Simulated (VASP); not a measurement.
# CdSe: kinetic-energy density

CdSe, P6_3mc (no. 186), 4 atoms in the cell. PBE; PAW potentials Cd, Se (PBE set).

## Input

INCAR:
```
PREC     = Accurate       # precision mode
ENCUT    = 520            # plane-wave cutoff, eV
EDIFF    = 1E-7           # SCF threshold, eV
ISMEAR   = 0              # smearing method
SIGMA    = 0.02           # smearing width, eV
LREAL    = False          # projectors in reciprocal space
LASPH    = True           # aspherical terms in the spheres
ALGO     = Normal         # electronic algorithm
NELM     = 100            # most SCF steps
ISIF     = 2              # what is computed and relaxed
LWAVE    = False          # write WAVECAR
LCHARG   = True           # write CHGCAR
LTAU     = True          
```

KPOINTS:
```
k-points
0
Gamma
  6 6 3
```

POSCAR:
```
CdSe
1.0
    4.3000000000      0.0000000000      0.0000000000
   -2.1500000000      3.7239092363      0.0000000000
    0.0000000000      0.0000000000      7.0200000000
Cd Se
2 2
Direct
    0.6666666667      0.3333333333      0.5000000000
    0.3333333333      0.6666666667      0.0000000000
    0.6666666667      0.3333333333      0.8850000000
    0.3333333333      0.6666666667      0.3850000000
```

Commands:
```
cat potpaw_PBE.64/Cd/POTCAR potpaw_PBE.64/Se/POTCAR > POTCAR
mpirun -np 1 vasp_std > vasp.out
```

## Result

- Kinetic energy of the pseudo orbitals (eV): 666.78

VASP 6.6.1 took 35 s on 1 core (Intel Xeon Platinum 8488C (Sapphire Rapids)), a shared host.
